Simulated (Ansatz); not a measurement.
## C: equation of state with PBE

**Measured values to compare with.**

“Equation of state of cubic boron nitride at high pressures and temperatures”, 2007, arxiv:cond-mat/0702656 quotes, for a bulk crystal of C: bulk modulus 444.8 ± 0.8 GPa.

Crystal: C.

```
C
1.0
     0.00000    1.78337    1.78337
     1.78337    0.00000    1.78337
     1.78337    1.78337    0.00000
C
2
Cartesian
  2.6751 2.6751 2.6751
  1.7834 1.7834 1.7834
```

This isn't the form of C at room conditions, which is graphite.

```json
{
 "Program": "Ansatz 0.2.0",
 "Task": "equation of state",
 "Functional": "PBE",
 "Potentials or basis": "Ansatz PAW",
 "Cutoff": "420 eV",
 "Density cutoff": "1680 eV",
 "k mesh": "13 × 13 × 13",
 "Occupations": "fermi-dirac, width 0.05 eV",
 "Spin": "no spin polarisation"
}
```

```json
{
  "Equilibrium volume": "5.70 Å³/atom",
  "Bulk modulus": "433 GPa",
  "Pressure derivative of the bulk modulus": "3.6"
}
```

Energy against volume, from the lowest point:
```tsv
volume (Å³/atom)	energy (meV/atom)
5.332	34.65
5.445	15.80
5.558	4.51
5.672	0.00
5.785	1.76
5.899	9.18
6.012	21.80
```

All runs of the series together: 4.3 s on 1 thread of Arm Neoverse V2 (shared host).

Measured bulk modulus of C: 444.8 GPa (quoted in “Equation of state of cubic boron nitride at high pressures and temperatures”, 2007, arxiv:cond-mat/0702656). This calculation gives 433 GPa (-2.6 %). 3 values of this kind are on record (442 to 444.8 GPa); this one was drawn at random among those near their median, those with a stated uncertainty first. The fit is for a static lattice scaled at fixed shape and fixed fractional positions. The cell as given is a measured one (5.67 Å³/atom); PBE puts the equilibrium volume +0.4 % from it, thermal expansion not counted.
